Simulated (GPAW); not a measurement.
A run of GPAW 26.7.0 is set up as follows.

Contents of run.py:

```python
from ase import Atoms
from ase.eos import EquationOfState
from ase.io import Trajectory
from ase.units import GPa
from gpaw import GPAW, PW, setup_paths

setup_paths.insert(0, '.')

atoms = Atoms(['Mo', 'S', 'S'],
              cell=[[3.2274645616, 0.0, 0.0],
                    [-1.6137322808, 2.7950663001, 0.0],
                    [0.0, 0.0, 6.31247342]],
              scaled_positions=[[0.0, 0.0, 0.5],
                                [0.6666666667, 0.3333333333, 0.74468068],
                                [0.3333333333, 0.6666666667, 0.25531932]],
              pbc=True)

traj = Trajectory('eos.traj', 'w')
volumes, energies = [], []
for x in [0.94, 0.96, 0.98, 1.0, 1.02, 1.04, 1.06]:
    a = atoms.copy()
    a.set_cell(atoms.cell * x**(1 / 3), scale_atoms=True)
    calc = GPAW(mode=PW(600),
                xc='PBEsol',
                kpts={'size': (9, 9, 4), 'gamma': True},
                occupations={'name': 'fermi-dirac', 'width': 0.05},
                nbands=25,
                convergence={'density': 1e-05, 'energy': 1e-05},
                maxiter=150,
                txt=f'eos-{x:.2f}.txt')
    a.calc = calc
    energies.append(a.get_potential_energy(force_consistent=True))
    volumes.append(a.get_volume())
    p = -a.get_stress()[:3].mean() / GPa
    calc.write(f'eos-{x:.2f}.gpw')
    traj.write(a)
    print(f'{x:.2f} {volumes[-1]:10.4f} A^3 {energies[-1]:14.6f} eV {p:9.3f} GPa', flush=True)

v0, e0, B = EquationOfState(volumes, energies, eos='birchmurnaghan').fit()
print(f'V0 = {v0:.4f} A^3, E0 = {e0:.6f} eV, B0 = {B / GPa:.2f} GPa')
```

Potentials or basis: PAW data sets generated in the run's folder for this functional, pw.

Command:

```bash
$ gpaw-setup -f PBEsol Mo S
$ OMP_NUM_THREADS=1 python run.py
```

(1) What does it give for the pressure derivative of the bulk modulus?

(2) Predict the bulk modulus at fixed shape and positions.

(3) Estimate the equilibrium volume.

## Answers

(1) 4.4.

(2) 141 GPa.

(3) 18.50 Å³/atom.

Caveat: the cell was scaled at fixed shape and fractional positions, which overstates the stiffness of a crystal with free parameters, most of all of layers and chains; this functional lacks dispersion, which binds the layers, so the pressure and a relaxed spacing across them are unreliable.
